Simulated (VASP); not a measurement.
# Ga (Cmcm) in VASP: a series of runs

The runs below take Ga through single point, with PBE.

All numbers are computed with VASP 6.6.1; they aren't measurements. Logs are shortened: lines on timing, memory, paths and dates and some standing lists are left out, and cuts for length are marked.

## (1) Starting point

The structure is orthorhombic, space group Cmcm (No. 63). The conventional cell has a = 10.573 Å, b = 13.519 Å, c = 5.111 Å, α = 90.00°, β = 90.00°, γ = 90.00°. Around Ga (site symmetry m) lie 8 Ga at 2.62 to 2.93 Å. Ga (site symmetry m) is surrounded by 6 Ga at 2.55 to 2.84 Å. Ga (site symmetry m) has 8 Ga at 2.58 to 2.94 Å as nearest neighbours. Ga (site symmetry m) has 7 Ga at 2.58 to 2.94 Å as nearest neighbours. Ga (site symmetry m2m) is surrounded by 5 Ga at 2.57 to 2.93 Å. Ga (site symmetry m2m) has 9 Ga at 2.61 to 2.88 Å as nearest neighbours.

This isn't the form of Ga at room conditions, which is orthorhombic.

## (2) Single point, PBE

File INCAR:

```
ALGO     = Fast           # electronic algorithm
EDIFF    = 1E-6           # SCF threshold, eV
ENCUT    = 520            # plane-wave cutoff, eV
GGA      = PE             # functional
ISIF     = 2              # what is computed and relaxed
ISMEAR   = 0              # smearing method
LASPH    = T              # aspherical terms in the spheres
LCHARG   = T              # write CHGCAR
LELF     = T              # ELF
LREAL    = Auto         
LVHAR    = T            
LWAVE    = F              # write WAVECAR
NBANDS   = 146            # bands
NELM     = 100            # most SCF steps
PREC     = Accurate       # precision mode
SIGMA    = 0.1            # smearing width, eV
```

File KPOINTS:

```
k-points
0
Gamma
  2 2 4
```

File POSCAR:

```
Ga
1.0
    5.2863807023     -6.7593013029      0.0000000000
    5.2863807023      6.7593013029      0.0000000000
    0.0000000000      0.0000000000      5.1106671900
Ga
20
Direct
    0.7795402000      0.6742105800      0.2500000000
    0.6048795800      0.3951204200      0.5000911900
    0.2204598000      0.3257894200      0.7500000000
    0.3634398600      0.0882572000      0.7500000000
    0.0845596100      0.6632875200      0.2500000000
    0.9154403900      0.3367124800      0.7500000000
    0.3367124800      0.9154403900      0.2500000000
    0.9886010700      0.0113989300      0.2500000000
    0.6365601400      0.9117428000      0.2500000000
    0.9117428000      0.6365601400      0.7500000000
    0.6048795800      0.3951204200      0.9999088100
    0.2158331900      0.7841668100      0.7500000000
    0.6742105800      0.7795402000      0.7500000000
    0.7841668100      0.2158331900      0.2500000000
    0.3951204200      0.6048795800      0.0000911900
    0.6632875200      0.0845596100      0.7500000000
    0.0113989300      0.9886010700      0.7500000000
    0.3257894200      0.2204598000      0.2500000000
    0.3951204200      0.6048795800      0.4999088100
    0.0882572000      0.3634398600      0.2500000000
```

Potentials or basis: VASP PAW PBE potentials, release 64 (Ga_d).

Run with:

```
$ cat potpaw_PBE.64/Ga_d/POTCAR > POTCAR
$ mpirun -np 1 vasp_std > vasp.out
```

OUTCAR:

```text
EDIFF = 1E-6
   ENCUT = 520
   GGA = PE
   ISIF = 2
   ISMEAR = 0
   LASPH = T
   LREAL = Auto
   NELM = 100
   PREC = Accurate

 ion  position               nearest neighbor table
   1  0.780  0.674  0.250-   9 2.62   5 2.64   2 2.81  11 2.81  10 2.85  10 2.85
   2  0.605  0.395  0.500-  11 2.55  11 2.56  14 2.74  18 2.81   1 2.81  19 2.84
   3  0.220  0.326  0.750-   4 2.62   6 2.64  15 2.81  19 2.81  20 2.85  20 2.85
   4  0.363  0.088  0.750-  16 2.58  12 2.61   3 2.62  18 2.85  18 2.85
   5  0.085  0.663  0.250-  20 2.58   1 2.64   7 2.67  12 2.88  12 2.88
   6  0.915  0.337  0.750-  10 2.58   3 2.64  16 2.67  14 2.88  14 2.88
   7  0.337  0.915  0.250-   9 2.58  18 2.64   5 2.67  12 2.88  12 2.88
   8  0.989  0.011  0.250-  17 2.57  17 2.57  14 2.76
   9  0.637  0.912  0.250-   7 2.58  14 2.61   1 2.62  13 2.85  13 2.85
  10  0.912  0.637  0.750-   6 2.58  12 2.61  13 2.62   1 2.85   1 2.85
  11  0.605  0.395  1.000-   2 2.55   2 2.56  14 2.74   1 2.81  18 2.81  15 2.84
  12  0.216  0.784  0.750-   4 2.61  10 2.61  15 2.74  19 2.74  17 2.76   5 2.88   7 2.88   5 2.88
                             7 2.88
  13  0.674  0.780  0.750-  10 2.62  16 2.64  15 2.81  19 2.81   9 2.85   9 2.85
  14  0.784  0.216  0.250-   9 2.61  20 2.61  11 2.74   2 2.74   8 2.76  16 2.88   6 2.88   6 2.88
                            16 2.88
  15  0.395  0.605  0.000-  19 2.55  19 2.56  12 2.74   3 2.81  13 2.81  11 2.84
  16  0.663  0.085  0.750-   4 2.58  13 2.64   6 2.67  14 2.88  14 2.88
  17  0.011  0.989  0.750-   8 2.57   8 2.57  12 2.76
  18  0.326  0.220  0.250-  20 2.62   7 2.64  11 2.81   2 2.81   4 2.85   4 2.85
  19  0.395  0.605  0.500-  15 2.55  15 2.56  12 2.74  13 2.81   3 2.81   2 2.84
  20  0.088  0.363  0.250-   5 2.58  14 2.61  18 2.62   3 2.85   3 2.85

  LATTYP: Found a base centered orthorhombic cell.
 ALAT       =    10.5727614046
 B/A-ratio  =     1.2786255254
 C/A-ratio  =     0.4833805469

  Lattice vectors:

 A1 = (   5.2863807023,  -6.7593013029,   0.0000000000)
 A2 = (   5.2863807023,   6.7593013029,   0.0000000000)
 A3 = (   0.0000000000,   0.0000000000,   5.1106671900)

Analysis of symmetry for initial positions (statically):
=====================================================================
 Subroutine PRICEL returns:
 Original cell was already a primitive cell.

 Routine SETGRP: Setting up the symmetry group for a
 base centered orthorhombic supercell.

 Subroutine GETGRP returns: Found  8 space group operations
 (whereof  4 operations were pure point group operations)
 out of a pool of  8 trial point group operations.

The static configuration has the point symmetry C_2h.
 The point group associated with its full space group is D_2h.

Analysis of symmetry for dynamics (positions and initial velocities):
[... 143 lines left out ...]
   NELECT =     260.0000    total number of electrons
   NUPDOWN=      -1.0000    fix difference up-down
   EMIN   =  10.00;   EMAX   =-10.00  energy-range for DOS
   EFERMI =   0.00;   METHOD = LEGACY
   ISMEAR =     0;   SIGMA  =   0.10  broadening in eV -4-tet -1-fermi 0-gaus
   EFERMI_NEDOS =   21; number of points for ismear=-14 and -15
   IALGO  =     68    algorithm
   IMIX   =      4    mixing-type and parameters
     AMIX     =   0.40;   BMIX     =  1.00
     AMIX_MAG =   1.60;   BMIX_MAG =  1.00
  volume/ion in A,a.u.               =      18.26       123.24
  Fermi-wavevector in a.u.,A,eV,Ry     =   1.461762  2.762330 29.072223  2.136748
  Thomas-Fermi vector in A             =   2.578055
   LORBIT       =      0    0 simple, 1 ext, 2 COOP (PROOUT), +10 PAW based schemes
   GGA     = PE    functional components
   LHFCALC =     F    Hartree Fock is set to
   AEXX    =    0.0000 exact exchange contribution
   IVDW    =     0    specifies the selected vdW correction
   LEPSILON=     F    determine dielectric tensor
   LRPA    =     F    only Hartree local field effects (RPA)
 non-spin polarized calculation
 RMM-DIIS sequential band-by-band and
 Gauss-broadening in eV      SIGMA  =   0.10
  energy-cutoff  :      520.00
  volume of cell :      365.23
 maximum number of plane-waves:      9869
 NGX is ok and might be reduce to    64

 number of electron     260.0000201 magnetization

 Free energy of the ion-electron system (eV)
  ---------------------------------------------------
  ext. energy  EPLUGINS =         0.00000000
  ---------------------------------------------------
  free energy    TOTEN  =       -57.62539467 eV

  energy without entropy =      -57.59885709  energy(sigma->0) =      -57.61212588

 E-fermi :   5.6743     XC(G=0): -11.1175

 val. band max:        5.6582389984   @ k =   0.5000   0.5000   0.0000
 cond. band min:       5.7352200904   @ k =   0.0000   0.0000   0.2500
 fundamental gap:      0.0769810919
 Fermi energy:         5.6742916021

 k-point     1 :       0.0000    0.0000    0.0000
  band No.  band energies     occupation
      1      -9.5897      2.00000
      2      -9.5598      2.00000
      3      -9.4585      2.00000
      4      -9.4257      2.00000
      5      -9.4195      2.00000
      6      -9.4134      2.00000
[... 1294 lines left out ...]
    141       9.0824      0.00000
    142       9.1770      0.00000
 [bands above 142 left out]

------------------------ aborting loop because EDIFF is reached ----------------------------------------

  FORCE on cell =-STRESS in cart. coord.  units (eV):
  Direction    XX          YY          ZZ          XY          YZ          ZX
  --------------------------------------------------------------------------------------
  -------------------------------------------------------------------------------------
  Total        6.2914973      8.7351866      8.5307063      0.0000000      0.0000000      0.0000000
  in kB       27.5992168     38.3190676     37.4220637      0.0000000      0.0000000      0.0000000
  external PRESSURE =      34.4467827 kB  Pullay stress =       0.0000000 kB

 VOLUME and BASIS-vectors are now :
 -----------------------------------------------------------------------------
  energy-cutoff  :      520.00
  volume of cell :      365.23
      direct lattice vectors                 reciprocal lattice vectors
     5.286380702 -6.759301303  0.000000000     0.094582670 -0.073972143  0.000000000
     5.286380702  6.759301303  0.000000000     0.094582670  0.073972143  0.000000000
     0.000000000  0.000000000  5.110667190     0.000000000  0.000000000  0.195669169

 POSITION                                       TOTAL-FORCE (eV/Angst)
 -----------------------------------------------------------------------------------
      7.68508     -0.71195      1.27767         0.080331     -0.000170     -0.000000
      5.28638     -1.41783      2.55580         0.000000     -0.028566      0.352063
      2.88768      0.71195      3.83300        -0.080331      0.000170      0.000000
      2.38784     -1.86004      3.83300         0.079225      0.047001     -0.000000
      3.95340      3.91180      1.27767        -0.075745      0.093696     -0.000000
      6.61936     -3.91180      3.83300         0.075745     -0.093696     -0.000000
[... 12 lines left out ...]
      5.28638      1.41783      2.55487         0.000000      0.028566     -0.352063
      2.38784      1.86004      1.27767         0.079225     -0.047001      0.000000
 -----------------------------------------------------------------------------------
    total drift:                                0.000000      0.000000      0.000000

  FREE ENERGIE OF THE ION-ELECTRON SYSTEM (eV)
  ---------------------------------------------------
  free  energy   TOTEN  =       -57.6253946729 eV

  energy  without entropy=      -57.5988570918  energy(sigma->0) =      -57.61212588
```

OSZICAR:

```text
N       E                     dE             d eps       ncg     rms          rms(c)
DAV:   1     0.325231946491E+04    0.32523E+04   -0.11085E+05  2636   0.347E+03
DAV:   2     0.608104286631E+03   -0.26442E+04   -0.25977E+04  2628   0.887E+02
DAV:   3     0.879078746145E+01   -0.59931E+03   -0.57932E+03  2886   0.264E+02
DAV:   4    -0.531703813882E+02   -0.61961E+02   -0.57830E+02  2792   0.774E+01
DAV:   5    -0.580770811424E+02   -0.49067E+01   -0.47576E+01  3104   0.217E+01    0.497E+00
RMM:   6    -0.576978555180E+02    0.37923E+00   -0.24082E+00  3176   0.696E+00    0.259E+00
RMM:   7    -0.576261069010E+02    0.71749E-01   -0.55556E-01  3303   0.298E+00    0.670E-01
RMM:   8    -0.576239371012E+02    0.21698E-02   -0.10935E-01  4292   0.141E+00    0.978E-02
RMM:   9    -0.576249720860E+02   -0.10350E-02   -0.13685E-02  4165   0.410E-01    0.433E-02
RMM:  10    -0.576252592626E+02   -0.28718E-03   -0.31040E-03  3936   0.188E-01    0.212E-02
RMM:  11    -0.576253591862E+02   -0.99924E-04   -0.10137E-03  4282   0.970E-02    0.620E-03
RMM:  12    -0.576253848456E+02   -0.25659E-04   -0.25328E-04  3940   0.461E-02    0.254E-03
RMM:  13    -0.576253913241E+02   -0.64785E-05   -0.81886E-05  3733   0.250E-02    0.136E-03
RMM:  14    -0.576253939647E+02   -0.26406E-05   -0.28058E-05  3055   0.133E-02    0.354E-04
RMM:  15    -0.576253946729E+02   -0.70818E-06   -0.86546E-06  2139   0.801E-03
   1 F= -.57625395E+02 E0= -.57612126E+02  d E =-.265376E-01
```

stdout:

```text
POSCAR found type information on POSCAR Ga
 POSCAR found :  1 types and      20 ions
 scaLAPACK will be used
 LDA part: xc-table for (Slater+PW92), standard interpolation
 POSCAR, INCAR and KPOINTS ok, starting setup
 FFT: planning ... GRIDC
 FFT: planning ... GRID_SOFT
 FFT: planning ... GRID
 WAVECAR not read
 entering main loop
```

Run time: 10 min. Hardware: 1 thread of AMD EPYC 7R13 (Zen 3), shared host; peak memory 0.53 GiB.

What came out:

* Free energy: -57.6254 eV
* Pressure: 3.4 GPa
* Largest force: 0.353 eV/Å
* Band gap on the k mesh: none (metal or under the smearing width)

Forces in eV/Å, atoms in the order of the input:
```
Ga   0.080  0.000  0.000
Ga   0.000 -0.029  0.352
Ga  -0.080  0.000  0.000
Ga   0.079  0.047  0.000
Ga  -0.076  0.094  0.000
Ga   0.076 -0.094  0.000
Ga   0.076  0.094  0.000
Ga   0.000 -0.098  0.000
Ga  -0.079 -0.047  0.000
Ga  -0.079  0.047  0.000
Ga   0.000 -0.029 -0.352
Ga   0.000 -0.041  0.000
Ga   0.080  0.000  0.000
Ga   0.000  0.041  0.000
Ga   0.000  0.029  0.352
Ga  -0.076 -0.094  0.000
Ga   0.000  0.098  0.000
Ga  -0.080  0.000  0.000
Ga   0.000  0.029 -0.352
Ga   0.079 -0.047  0.000
```

Levels at points of the mesh, in eV from the Fermi level:
| k point | band 127 | band 128 | band 129 | band 130 | band 131 | band 132 | band 133 | band 134 |
| --- | --- | --- | --- | --- | --- | --- | --- | --- |
| (0.00, 0.00, 0.00) | -1.56 | -1.52 | -1.39 | -1.37 | -0.75 | -0.64 | -0.07 | 0.19 |
| (0.50, 0.00, 0.00) | -1.25 | -0.96 | -0.70 | -0.52 | -0.42 | -0.31 | -0.23 | 0.19 |
| (0.50, 0.50, 0.00) | -0.72 | -0.25 | -0.22 | -0.09 | -0.02 | 0.42 | 0.60 | 0.77 |
| (0.00, 0.00, 0.50) | -0.65 | -0.65 | -0.30 | -0.30 | 0.21 | 0.21 | 1.37 | 1.37 |
| (0.50, 0.00, 0.50) | -0.55 | -0.55 | 0.78 | 0.78 | 1.03 | 1.03 | 1.29 | 1.29 |
| (0.50, 0.50, 0.50) | -1.53 | -1.53 | 2.36 | 2.36 | 2.57 | 2.57 | 2.69 | 2.69 |

Caveat: the k mesh is coarse (spacing up to 0.38 Å⁻¹), so the values aren't converged.

## (3) Single point, PBE

This run uses another cell than the first one: it holds 4 atoms, not 20.

File INCAR:

```
PREC     = Accurate       # precision mode
ENCUT    = 520            # plane-wave cutoff, eV
EDIFF    = 1E-7           # SCF threshold, eV
ISMEAR   = 0              # smearing method
SIGMA    = 0.1            # smearing width, eV
LREAL    = F              # projectors in reciprocal space
LASPH    = T              # aspherical terms in the spheres
NELM     = 100            # most SCF steps
ALGO     = Fast           # electronic algorithm
ISIF     = 2              # what is computed and relaxed
LWAVE    = F              # write WAVECAR
LCHARG   = T              # write CHGCAR
GGA      = PE             # functional
LELF     = T              # ELF
LVHAR    = T            
NBANDS   = 34             # bands
```

File KPOINTS:

```
regular mesh
0
Gamma
  12 12 10
```

File POSCAR:

```
Ga
1.0
    4.4283478081      0.0000000000      0.0000000000
   -2.2141739040      3.8350616986      0.0000000000
    0.0000000000      0.0000000000      5.3519675226
Ga
4
Direct
    0.0000000000      0.0000000000      0.2500000000
    0.0000000000      0.0000000000      0.7500000000
    0.3333333333      0.6666666667      0.7500000000
    0.6666666667      0.3333333333      0.2500000000
```

Potentials or basis: VASP PAW PBE potentials, release 64 (Ga_d).

Run with:

```
$ cat potpaw_PBE.64/Ga_d/POTCAR > POTCAR
$ mpirun -np 1 vasp_std > vasp.out
```

Wall time 4.2 min (1 thread of Intel Xeon Platinum 8488C (Sapphire Rapids), shared host); peak memory 0.39 GiB.

Results (log left out):

| Property | Result |
| --- | --- |
| Free energy | -11.0685 eV |
| Pressure | 0.1 GPa |
| Band gap on the k mesh | none (metal or under the smearing width) |

Stress tensor (GPa, compression positive):
```
0.12 0.00 0.00
0.00 0.12 0.00
0.00 0.00 0.05
```

Levels at points of the mesh, in eV from the Fermi level:
```
           k point  band 23  band 24  band 25  band 26  band 27  band 28  band 29  band 30
(0.00, 0.00, 0.00)    -3.47    -0.64    -0.23    -0.23     1.10     1.10     1.83     4.22
(0.50, 0.00, 0.00)    -4.11    -3.46    -2.06    -1.75     0.36     1.06     1.28     3.60
(0.00, 0.00, 0.50)    -0.06    -0.06     0.65     0.65     0.65     0.65     1.92     1.92
(0.50, 0.00, 0.50)    -5.52    -5.52    -0.82    -0.82     0.44     0.44     3.76     3.76
```
